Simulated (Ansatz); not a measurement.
# W2NCl2 MXene bilayer (AB) in a perpendicular field

What dipole does a perpendicular field induce in the W2NCl2 MXene bilayer (AB)? A positive field points along +c.

Main program and level: Ansatz 0.2.0; plane-wave DFT, PBE-D4, Ansatz PAW.

**1. Set-up**

The cell holds 10 atoms: 4 Cl, 4 W and 2 N. Its edges and angles: a = 3.054 Å, b = 3.054 Å, c = 60.785 Å, α = 90.0°, β = 90.0°, γ = 120.0°. Regions: layer 1: W2NCl2 MXene, 5 atoms (2 Cl, 2 W and 1 N); layer 2: W2NCl2 MXene, 5 atoms (2 Cl, 2 W and 1 N). Vacuum lies along c.

**2. Relaxing the slab**

The starting cell is a guess, so the in-plane lattice and the atoms are relaxed first, with the slab cut off from its images along the normal.

The input, input.yaml:

```yaml
crystal:
  lattice:
    - [3.053908, 0.0, 0.0]
    - [-1.526954, 2.6447619088, 0.0]
    - [0.0, 0.0, 60.7846731934]
  atoms:
    - { symbol: Cl, position: [0.3333333333, 0.6666666667, 0.3775622833] }
    - { symbol: W, position: [0.6666666667, 0.3333333333, 0.4062072932], spin: 1.0 }
    - { symbol: "N", position: [0.0, 0.0, 0.4260312171] }
    - { symbol: W, position: [0.3333333333, 0.6666666667, 0.4458551409], spin: 1.0 }
    - { symbol: Cl, position: [0.6666666667, 0.3333333333, 0.4745001508] }
    - { symbol: Cl, position: [0.6666666667, 0.3333333333, 0.5254998492] }
    - { symbol: W, position: [0.0, 0.0, 0.5541448591], spin: -1.0 }
    - { symbol: "N", position: [0.3333333333, 0.6666666667, 0.5739687829] }
    - { symbol: W, position: [0.6666666667, 0.3333333333, 0.5937927068], spin: -1.0 }
    - { symbol: Cl, position: [0.0, 0.0, 0.6224377167] }
  periodic: [true, true, false]
magnetization:
  spin_polarized: true
kpoints:
  mp_grid: { grid: [12, 12, 1] }
hamiltonian:
  xc: pbe
  dispersion: d4
scf:
  occupations: { method: fermi_dirac, width: 0.05 }
  convergence: { dr2_threshold: 1.0e-09 }
relax:
  f_tol: 0.004
  max_steps: 90
  cell: {}
output:
  write_potential: true
  write_density: true
  volumetric_format: npy
```

Command:

```console
> ansatz run input.yaml --threads 4 --pin off --max-ram 12288MiB --backend cpu --events-out ev --progress --plain --runs-dir out
```

Numbers of over 12 decimals in the logs are rounded to 6 here.

Log:

```text
Warning: relax.cell: scf.convergence.dr2_threshold = 1e-9 eV is looser than the 1.61486460939e-10 eV advised for a relaxation that steers and ends on the stress (1e-10 eV for each atom of the cell: 10, times the square of relax.cell.stress_2d_tol = 0.05 N/m over 24.9 Å (the atoms' height at the walk's start and 5 Å past either face), 2.009e-2 GPa, over a crystal's default 0.05). What an SCF threshold leaves in a stress goes as its square root, and in the free energy as the threshold itself, and one threshold admits the most on a small cell: [figures from the program's tests cut] Set scf.convergence.dr2_threshold to 1.61486460939e-10 eV or tighter. [rest of the remark cut]
Engine: ansatz 0.2.0, aarch64-unknown-linux-gnu
Pseudopotentials: kind: paw
Pseudopotential: Cl, paw, valence charge 7, recommended cutoff 420 eV (normal), Cl.paw.azcp
Pseudopotential: W, paw, valence charge 14, recommended cutoff 420 eV (normal), W.paw.azcp
Pseudopotential: N, paw, valence charge 5, recommended cutoff 420 eV (normal), N.paw.azcp
Functional definition: PBE
  parameter kappa = 0.804
  parameter beta = 0.066725
  exchange = pbe_x(kappa = kappa, mu = beta*pi^2/3)
  correlation = pbe_c(beta = beta)
Crystal: 10 atoms, lattice volume = 490.949 Å³
Basis set: ecut = 420 eV, 9527 PW (Γ), exchange–correlation on 48×48×864 points (8 copies of the dense FFT grid, shifted against one another)
Bands: 59, of which v1, the nominal top of the filled ones, is band 47 counted from 1 (46 counted from 0)
Symmetry: 6 space group operations
Space group: P3m1 (ITA 156), of the structure as read, at distance tolerance 7.9e-5 Å
Magnetic group: BNS 164.87 (UNI 1317), of the structure as read, at distance tolerance 7.9e-5 Å
k-points: 19 of 144 (time reversal used)
Non-local potential: Cl, projectors of the file, l = 0: 2, l = 1: 2, l = 2: 2
Non-local potential: W, projectors of the file, l = 0: 3, l = 1: 2, l = 2: 2, l = 3: 1
Non-local potential: N, projectors of the file, l = 0: 2, l = 1: 2, l = 2: 1
PAW form: soft (Blöchl's): semilocal exchange-correlation on the pseudo side does not see the compensation charge
PAW one-centre angular grid: Cl, 110 points (default); XC on 64 Gauss nodes
PAW one-centre angular grid: W, 590 points (default); XC on 64 Gauss nodes
PAW one-centre angular grid: N, 110 points (default); XC on 64 Gauss nodes
Initial density: superposition of atomic densities (neutral atoms: chi_scale 0, normalization atom)
Starting moments: Σ|m| = 4 μB on 4 of 10 sites
Starting magnetic order: antiferromagnet; an inversion exchanges its spin sublattices: spin-degenerate at every k-point
Initial wavefunctions: pseudopotential atomic-orbital guess
Functional: x = pbe(κ = 0.804, μ = 0.219515), c = pbe(β = 0.066725)
SCF iter   1: F=—  HF=-46631.255442 eV  |F-HF|=—  |Δ(HF+E_count)|=         —  Δρ=2.67e-2 (↑2.67e-2 ↓2.67e-2)  dr2=2.41e1  dr2_m=1.72e-1  M=0.000 μB ∫|m|=2.148 μB  β_m=0.30  ethr=3.10e-3  ⟨swp⟩=13.1  Hψ=15184  notcnv=0  defer=16
Mixer restart at iter 1: flushing history
preconditioner: auto → LDOS  [metal: Δε(μ)=0.016 eV  Ē_g=10.237 eV  σ=0.050 eV  W_gap=0.08  n_scr=40 (ndim 8)  ℏωp=13.2 eV  f_vac=0.699  D(μ)=8.41/eV (n_scr^D=34)]
spin=Collinear: LDOS preconditioning applied to the charge; magnetization (m = ρ↑ − ρ↓) channel mixes plain (no charge-response kernel on spin).
SCF iter   2: F=—  HF=-46629.681651 eV  |F-HF|=—  |Δ(HF+E_count)|=    1.57e0  Δρ=2.05e-2 (↑2.04e-2 ↓2.05e-2)  dr2=1.46e1  dr2_m=1.11e-1  M=-0.000 μB ∫|m|=1.943 μB  β_m=0.65  ethr=3.10e-3  ⟨swp⟩=3.2  Hψ=3897  notcnv=0  defer=86
SCF iter   3: F=—  HF=-46627.485862 eV  |F-HF|=—  |Δ(HF+E_count)|=    2.20e0  Δρ=4.12e-3 (↑4.02e-3 ↓4.12e-3)  dr2=1.85e-1  dr2_m=1.13e-2  M=0.000 μB ∫|m|=1.025 μB  β_m=0.67  ethr=3.10e-3  ⟨swp⟩=5.7  Hψ=6564  notcnv=0  defer=92
SCF iter   4: F=—  HF=-46627.578734 eV  |F-HF|=—  |Δ(HF+E_count)|=         —  Δρ=2.95e-3 (↑2.93e-3 ↓2.95e-3)  dr2=2.73e-2  dr2_m=3.48e-2  M=-0.001 μB ∫|m|=0.426 μB  β_m=0.67  ethr=1.97e-4  ⟨swp⟩=6.0  Hψ=6098  notcnv=0  defer=57
SCF iter   5: F=—  HF=-46627.579824 eV  |F-HF|=—  |Δ(HF+E_count)|=   1.09e-3  Δρ=1.48e-3 (↑1.48e-3 ↓1.48e-3)  dr2=3.90e-3  dr2_m=9.46e-3  M=-0.001 μB ∫|m|=0.253 μB  β_m=0.83  ethr=2.91e-5  ⟨swp⟩=4.3  Hψ=5487  notcnv=0  defer=55
SCF iter   6: F=—  HF=-46627.581413 eV  |F-HF|=—  |Δ(HF+E_count)|=   1.59e-3  Δρ=3.33e-4 (↑3.31e-4 ↓3.33e-4)  dr2=1.07e-3  dr2_m=3.23e-4  M=0.000 μB ∫|m|=0.063 μB  β_m=0.81  ethr=4.15e-6  ⟨swp⟩=3.6  Hψ=5461  notcnv=0  defer=54
SCF iter   7: F=—  HF=-46627.581381 eV  |F-HF|=—  |Δ(HF+E_count)|=   3.22e-5  Δρ=1.13e-4 (↑1.13e-4 ↓1.13e-4)  dr2=1.32e-4  dr2_m=3.79e-5  M=0.000 μB ∫|m|=0.023 μB  β_m=0.77  ethr=1.14e-6  ⟨swp⟩=3.5  Hψ=5366  notcnv=0  defer=54
SCF iter   8: F=—  HF=-46627.581416 eV  |F-HF|=—  |Δ(HF+E_count)|=   3.46e-5  Δρ=3.51e-5 (↑3.46e-5 ↓3.51e-5)  dr2=1.35e-5  dr2_m=3.30e-6  M=0.000 μB ∫|m|=0.007 μB  β_m=0.83  ethr=1.40e-7  ⟨swp⟩=3.2  Hψ=5117  notcnv=0  defer=54
SCF iter   9: F=—  HF=-46627.581418 eV  |F-HF|=—  |Δ(HF+E_count)|=   1.87e-6  Δρ=9.09e-6 (↑8.94e-6 ↓9.09e-6)  dr2=1.36e-6  dr2_m=1.14e-7  M=0.000 μB ∫|m|=0.001 μB  β_m=0.78  ethr=1.44e-8  ⟨swp⟩=3.3  Hψ=5290  notcnv=0  defer=54
SCF iter  10: F=—  HF=-46627.581419 eV  |F-HF|=—  |Δ(HF+E_count)|=   9.67e-7  Δρ=2.07e-6 (↑2.02e-6 ↓2.07e-6)  dr2=4.24e-8  dr2_m=1.30e-8  M=0.000 μB ∫|m|=0.000 μB  β_m=0.89  ethr=1.45e-9  ⟨swp⟩=3.3  Hψ=5249  notcnv=0  defer=54
SCF iter  11: F=—  HF=-46627.581419 eV  |F-HF|=—  |Δ(HF+E_count)|=   1.59e-7  Δρ=8.17e-7 (↑8.10e-7 ↓8.17e-7)  dr2=4.51e-9  dr2_m=1.93e-9  M=0.000 μB ∫|m|=0.000 μB  β_m=0.90  ethr=4.51e-11  ⟨swp⟩=3.4  Hψ=5534  notcnv=0  defer=54
SCF iter  12: F=—  HF=-46627.581419 eV  |F-HF|=—  |Δ(HF+E_count)|=   2.18e-8  Δρ=2.50e-7 (↑2.50e-7 ↓2.47e-7)  dr2=5.52e-10  dr2_m=1.92e-10  M=0.000 μB ∫|m|=0.000 μB  β_m=0.90  ethr=4.79e-12  ⟨swp⟩=3.7  Hψ=5914  notcnv=0  defer=54
SCF iter  13: F=-46627.581419 eV  HF=-46627.581419 eV  |F-HF|=6.98e-10  |Δ(HF+E_count)|=   1.36e-9  Δρ=8.29e-8 (↑8.29e-8 ↓8.23e-8)  dr2=1.25e-10  dr2_m=1.11e-11  M=0.000 μB ∫|m|=0.000 μB  ethr=1.00e-12  ⟨swp⟩=9.3  Hψ=20216  notcnv=0
WARN: the starting moments were not kept: the SCF closed with an absolute magnetisation of 4.9e-6 μB, where they sum to 4 μB in size (4 sites). That is at most 0.1 of that sum. Measured as dr2_m measures the in/out step, that magnetisation stands 3.1e-12 eV from none, at or under the dr2_threshold of 1.0e-9 eV: it is no larger than a step whose dr2_m would equal this threshold. The system may hold no moment; this SCF [...]
SCF 1 converged in 13 iterations: F = -46627.581419 eV  dr2 = 1.25e-10
[...]
relax step   9: F+E_penalty+E_count = -46628.99145369 eV  Δ(F+E_penalty+E_count) = -1.052e-4 eV  max|allowed force component| = 7.568e-4 eV/Å  Δτ_max = 0.0045 Å  P = +0.002 N/m  Ω = 449.314 Å³  energy of the carried Pulay correction = +6.642e-5 eV  fix = [c, alpha, beta]  reactions: c +0.000 N/m  (7 SCF iters, accepted)
iter 1 solved again at ethr=2.05e-7 eV; its pass at ethr=3.10e-3 eV (dr2=1.93e-4 eV) is discarded
SCF iter   1: F=—  HF=-46628.990993 eV  |F-HF|=—  |Δ(HF+E_count)|=         —  Δρ=7.29e-7 (↑7.26e-7 ↓7.29e-7)  dr2=4.47e-9  dr2_m=1.51e-11  M=0.000 μB ∫|m|=0.000 μB  β_m=0.65  ethr=2.05e-7  ⟨swp⟩=7.3  Hψ=26921  notcnv=0
eigensolver tolerance schedule: the retry pair's looser diagonalisation over-reported the residual by 43138.91 of it (diagonalisation noise at an unbounded share of the residual, at the tolerance the schedule requests for it); recorded, not acted on — ethr = c·dr2/N_el stays at c = 1.0e-1
preconditioner: auto → LDOS  [metal: Δε(μ)=0.078 eV  Ē_g=9.434 eV  σ=0.050 eV  W_gap=0.37  n_scr=36 (ndim 8)  ℏωp=13.8 eV  f_vac=0.672  D(μ)=4.33/eV (n_scr^D=24)]
spin=Collinear: LDOS preconditioning applied to the charge; magnetization (m = ρ↑ − ρ↓) channel mixes plain (no charge-response kernel on spin).
SCF iter   2: F=—  HF=-46628.991384 eV  |F-HF|=—  |Δ(HF+E_count)|=   3.91e-4  Δρ=4.15e-7 (↑4.14e-7 ↓4.15e-7)  dr2=2.60e-9  dr2_m=4.25e-12  M=-0.000 μB ∫|m|=0.000 μB  β_m=0.36  ethr=4.75e-12  ⟨swp⟩=8.9  Hψ=12923  notcnv=0
SCF iter   3: F=—  HF=-46628.991384 eV  |F-HF|=—  |Δ(HF+E_count)|=   2.18e-9  Δρ=2.55e-7 (↑2.53e-7 ↓2.55e-7)  dr2=5.81e-10  dr2_m=4.14e-12  M=-0.000 μB ∫|m|=0.000 μB  β_m=0.68  ethr=2.77e-12  ⟨swp⟩=2.6  Hψ=3500  notcnv=0
SCF iter   4: F=-46628.991384 eV  HF=-46628.991384 eV  |F-HF|=8.73e-10  |Δ(HF+E_count)|=  8.73e-11  Δρ=7.97e-8 (↑7.89e-8 ↓7.97e-8)  dr2=9.72e-11  dr2_m=6.44e-13  M=-0.000 μB ∫|m|=0.000 μB  ethr=1.00e-12  ⟨swp⟩=16.7  Hψ=21965  notcnv=0
the starting moments were not kept: the SCF closed with an absolute magnetisation of 1.8e-6 μB, where they sum to 4 μB in size (4 sites). That is at most 0.1 of that sum. Measured as dr2_m measures the in/out step, that magnetisation stands 1.2e-13 eV from none, at or under the dr2_threshold of 1.0e-9 eV: it is no larger than a step whose dr2_m would equal this threshold.
SCF 10 converged in 4 iterations: F = -46628.991384 eV  dr2 = 9.72e-11
relax step  10: F+E_penalty+E_count = -46628.99138388 eV  Δ(F+E_penalty+E_count) = +6.981e-5 eV  max|allowed force component| = 7.566e-4 eV/Å  Δτ_max = 0.0000 Å  P = +0.001 N/m  Ω = 449.314 Å³  fix = [c, alpha, beta]  reactions: c +0.000 N/m  stress off target by 1.05e-3 N/m on what of the cell is left free  SCF on the basis re-selected at this cell (its energy is not comparable with the rows above)  (4 SCF iters)
basis re-selected at this cell: Δ(F+E_penalty+E_count) = +6.981e-5 eV, ΔP = -0.001 N/m vs the last step (what re-selecting the basis moved, of the pressure what is left beyond the Pulay correction that the steps carried, after the strain that the cell walked since its last selection, with what the two solves' SCF thresholds leave and, on support functions, any second-order correction that the steps lacked; it is no m [...]
WARN: The output density's exchange-correlation potential varies sharply where the density is thin. Do not read a vacuum level from v_tot or v_xc, or from such a field of the output density. On a cell that repeats whose density bears no net charge and no dipole along the vacuum's axis use v_es (v_loc + v_h of the components); under efield.dipole_correction with no amplitude use v_es + v_field, which holds any externa [...]
SCF converged after 4 iterations
Magnetization: -0.0000 μB (47.0000 up, 47.0000 down)
Absolute magnetization: 0.0000 μB (∫|ρ↑−ρ↓|, with the PAW one-centre terms)
Spin contamination: 0.0000 ħ² per cell (⟨S²⟩ above its minimum at these occupations)
Per-site moments (μB) at R_I (Å): [(-8.39919754363313e-8, 1.038530), (8.140905085329696e-8, 0.911637), (-3.8388173266986775e-8, 0.911637), (1.2987430858475702e-7, 0.911929), (5.958611928729719e-8, 1.038030), (-6.656943984667031e-8, 1.038030), (-1.0612533498849137e-7, 0.911929), (-3.008235481637284e-8, 0.911637), (-7.512223987204891e-8, 0.911637), (7.128914815697845e-8, 1.038530)]
Free energy (F): -46628.991384 eV
Harris-Foulkes:  -46628.991384 eV  (|F-HF|=8.73e-10)
Internal energy: -46628.955493 eV  (E = F + TS)
E sigma→0 (E₀):  -46628.973438 eV
Entropy (-TS):   -0.035891 eV (-3.589 meV/atom)
Fermi energy:    -3.881073 eV
--- Per-component energies (eV) ---
  E_band       = -2370.272941
  E_kinetic    = 2724.572080
  E_local      = -971914.951919  (includes V_loc(G=0)·N_el)
  E_nonlocal   = 210.027221
  E_hartree    = 484368.726382
  E_xc         = -1619.237054
  E_vxc        = -1600.581004  (∫ρ·V_xc dr)
  E_paw        = -37142.163242  (= ΣΔE_a)
  E_vpaw       = -526.792986  (= ΣTr[D̂ρ^β])
  E_aug_tail   = 0.000329  (compensation charges beyond the density's cutoff)
  E_ewald      = 476748.030678
  E_disp       = -3.959967  (pairwise vdW)
  E_smearing   = -0.035891  (= −TS)
  E_closure    = 0.000000  (closes the sum)
  Σ components = -46628.991384   (vs F -46628.991384, Δ=0.00e0)
--- Forces (eV/Å), atoms counted from 1 ---
  atom   1  Cl    -0.00000000     0.00000000    -0.00075585
  atom   2  W      0.00000000    -0.00000000     0.00037870
  atom   3  N      0.00000000    -0.00000000    -0.00062659
  atom   4  W     -0.00000000     0.00000000    -0.00047963
  atom   5  Cl     0.00000000    -0.00000000     0.00056842
  atom   6  Cl     0.00000000     0.00000000    -0.00056987
  atom   7  W      0.00000000    -0.00000000     0.00048108
  atom   8  N     -0.00000000     0.00000000     0.00062605
  atom   9  W     -0.00000000     0.00000000    -0.00037919
  atom  10  Cl     0.00000000    -0.00000000     0.00075655
  max |Σ_I F_I| component: 3.21e-7 eV/Å
--- 2D stress c σ (N/m, compression-positive) ---
        0.001054       0.000000       0.000000
        0.000000       0.001054       0.000000
        0.000000       0.000000       0.000000
  P = ½ c Tr σ = 0.0011 N/m
--- Band table (eV; the first three rows and the last of 38) ---
  k-point 0 ↑: bands = [... 43 lower, -5.0621, -5.0552, -5.0552, -5.0226, -4.9922, -3.9820, -3.9820, -3.9814, ... 8 higher]
  k-point 1 ↑: bands = [... 43 lower, -5.4033, -4.9109, -4.9037, -4.7957, -4.7685, -4.1102, -4.1024, -3.8191, ... 8 higher]
  k-point 2 ↑: bands = [... 43 lower, -5.9956, -4.6888, -4.6615, -4.4835, -4.4485, -4.4438, -4.4172, -3.4659, ... 8 higher]
  k-point 18 ↓: bands = [... 43 lower, -4.6189, -4.4307, -4.3581, -4.3581, -4.2778, -2.5657, -2.5530, -2.5530, ... 8 higher]
  the weakly bound empty levels are not read free of the cell's end (no_gap_told)
--- Relaxed structure (8 steps of the walk, 8 accepted, 2 SCFs on fresh bases) ---
  F+E_penalty+E_count = -46628.99138388 eV   max|allowed force component| = 7.566e-4 eV/Å   (the final SCF, on the basis selected at the relaxed cell)
  cell:  # Å, volume = 449.3136 Å³
    - [2.921544, 0, 0]
    - [-1.460772, 2.530131, 0]
    - [0, 0, 60.7846731934]
  atoms:
    - { symbol: Cl, position: [0.333333, 0.666667, 0.363511] }
    - { symbol: W, position: [0.666667, 0.333333, 0.394260] }
    - { symbol: N, position: [-2.3861627906516095e-17, -2.2204460492587013e-17, 0.417752] }
    - { symbol: W, position: [0.333333, 0.666667, 0.441263] }
    - { symbol: Cl, position: [0.666667, 0.333333, 0.471985] }
    - { symbol: Cl, position: [0.666667, 0.333333, 0.528015] }
    - { symbol: W, position: [-1.4380814722892756e-17, -2.220446049258542e-17, 0.558737] }
    - { symbol: N, position: [0.333333, 0.666667, 0.582248] }
    - { symbol: W, position: [0.666667, 0.333333, 0.605740] }
    - { symbol: Cl, position: [-7.413698626099353e-18, -2.2204460492584628e-17, 0.636489] }
```

The job ended after 7.7 min (4 threads of Arm Neoverse V1, shared host; peak memory 1.6 GiB).

Step by step:

| step | energy less that of the first step (eV) | largest force component (eV/Å) | volume (Å³) |
| --- | --- | --- | --- |
| 1 | 0.0000 | 1.1431 | 490.95 |
| 2 | -0.7486 | 0.6921 | 478.45 |
| 3 | -1.1549 | 0.4486 | 457.04 |
| 4 | -1.3308 | 0.2885 | 452.79 |
| 5 | -1.4072 | 0.0597 | 449.48 |
| 6 | -1.4152 | 0.1592 | 449.58 |
| 7 | -1.4180 | 0.0038 | 449.52 |
| 8* | -1.4099 | 0.0038 | 449.52 |
| 9 | -1.4100 | 0.0008 | 449.31 |
| 10* | -1.4100 | 0.0008 | 449.31 |

Relaxation steps marked * repeat the geometry before them on a plane-wave basis chosen anew for their cell, so energy and pressure can jump there.

Forces are held to the 6 operations that the run works with; a distortion that breaks them can't arise in this run.

| cell as run | before | after | change |
| --- | --- | --- | --- |
| a (Å) | 3.054 | 2.922 | -4.3 % |
| b (Å) | 3.054 | 2.922 | -4.3 % |

The atoms that moved most (Å, along periodic axes as changes of fractional coordinates times the final cell, across vacuum about the mean position):

| atom | dx | dy | dz | length |
| --- | --- | --- | --- | --- |
| Cl1 | 0.000 | 0.000 | -0.854 | 0.854 |
| Cl10 | 0.000 | 0.000 | 0.854 | 0.854 |
| W2 | 0.000 | 0.000 | -0.726 | 0.726 |
| W9 | 0.000 | 0.000 | 0.726 | 0.726 |
| N8 | 0.000 | 0.000 | 0.503 | 0.503 |
| N3 | 0.000 | 0.000 | -0.503 | 0.503 |
| W7 | 0.000 | 0.000 | 0.279 | 0.279 |
| W4 | 0.000 | 0.000 | -0.279 | 0.279 |

Numbers from this step:

- energy at zero smearing: -46628.9734 eV

The lattice constant a goes from 3.054 to 2.922 Å.

[end of part 1 of 3]

[Logs are printed without paths, hosts, clocks, repeated set-up lines and the standing remarks that a program may print on its own settings, such as how far it seeks lower states.]

[Hosts, paths, dates, database ids (printed as entryN), source tags and the programs' standing remarks are cut or masked in the printed files.]

[Maps of the electrostatic potential energy from Ansatz leave out the sawtooth potential of an applied field or a dipole correction, so their vacuum need not be flat; planar profiles and work functions include it.]
